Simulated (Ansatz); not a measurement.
Al (bcc type), DFT, LDA, all-electron LAPW, scalar-relativistic (Ansatz 0.2.0), on 1 thread of Arm Neoverse V1 (shared host).

Command: `ansatz run input.yaml --threads 1 --pin off --max-ram 2048MiB --backend cpu --events-out ev --progress --plain --runs-dir out`

```yaml
crystal:
  lattice:
    - [-1.2217821262, 1.2217821262, 1.2217821262]
    - [1.2217821262, -1.2217821262, 1.2217821262]
    - [1.2217821262, 1.2217821262, -1.2217821262]
  atoms:
    - { symbol: Al, position: [0.0, 0.0, 0.0] }
kpoints:
  mp_grid: { grid: [19, 19, 19] }
  band_path:
    path:
      - [0.0, 0.0, 0.0]
      - [0.5, -0.5, 0.5]
      - [0.0, 0.0, 0.5]
      - [0.0, 0.0, 0.0]
      - [0.25, 0.25, 0.25]
      - [0.5, -0.5, 0.5]
      - [0.25, 0.25, 0.25]
      - [0.0, 0.0, 0.5]
    npoints: 8
scf:
  occupations: { method: fermi_dirac, width: 0.08 }
hamiltonian:
  xc: lda
  pseudopotentials: { kind: all_electron, lapw: { basis_error: 0.001 } }
output:
  forces: true
  stress: true
  eigenvalues: true
  populations: true
  dos: { projected: true, de: 0.2, e_range: [-14, 8] }
```

(1) How large is the problem that the program sets up?

(2) About how long does it take?

Answers

(1) 220 irreducible k-points, 87 plane waves at Γ, 10 bands.

(2) 9.2 s of wall time for 5 SCF iterations. Times on shared machines scatter by tens of per cent.
